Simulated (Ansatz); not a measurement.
Al$_{2}$Pt, one cell by several methods

```xyz
3
Lattice="-0.0591 2.9255 2.9255 2.9255 -0.0591 2.9255 2.9255 2.9255 -0.0591" Properties=species:S:1:pos:R:3 pbc="T T T"
Al    1.4480    1.4480    1.4480
Al    4.3438    4.3438    4.3439
Pt    0.0000    0.0000    0.0000
```

Atom numbers follow the list: Al1, Al2, Pt3.

The geometry is COD entry 9009032, unchecked; take it as a test cell. The listed cell was then made from it by scaling, straining or moving an atom.

Spin–orbit coupling is left out, though it moves levels of the heavy atoms by tenths of an eV or more.

All numbers are computed: DFT, LDA, PAW with Ansatz's default frozen-core files, scalar-relativistic (Ansatz 0.2.0); DFT, LDA, all-electron LAPW, scalar-relativistic (Ansatz 0.2.0).

For PAW: a Γ-centred 12×12×12 k mesh, Fermi–Dirac smearing of 0.08 eV, cutoff 420 eV, no spin polarisation; the PAW files were made with PBE, and the program remakes their frozen cores for this functional. LAPW targets a basis error of 1 meV/atom. The Ansatz runs share mesh, smearing and spin set-up. Plane-wave (PAW) pressures include the program's estimate of the Pulay term.

Stress and pressure are positive in compression.

The change that made this cell: equal xy, yz and zx engineering shear strains of -2 %.

PAW results:

| quantity | PAW |
| --- | --- |
| pressure (GPa) | -3.76 |
| stress yz (GPa) | 1.83 |
| stress xz (GPa) | 1.83 |
| stress xy (GPa) | 1.83 |
| force on Al1, y (eV/Å) | 0.152 |

**Question.** What does LAPW (all electrons) give for the same quantities?

**Answer.** 
```
              quantity   LAPW
        pressure (GPa)  -3.75
       stress yz (GPa)   1.84
       stress xz (GPa)   1.84
       stress xy (GPa)   1.84
force on Al1, y (eV/Å)  0.152
```
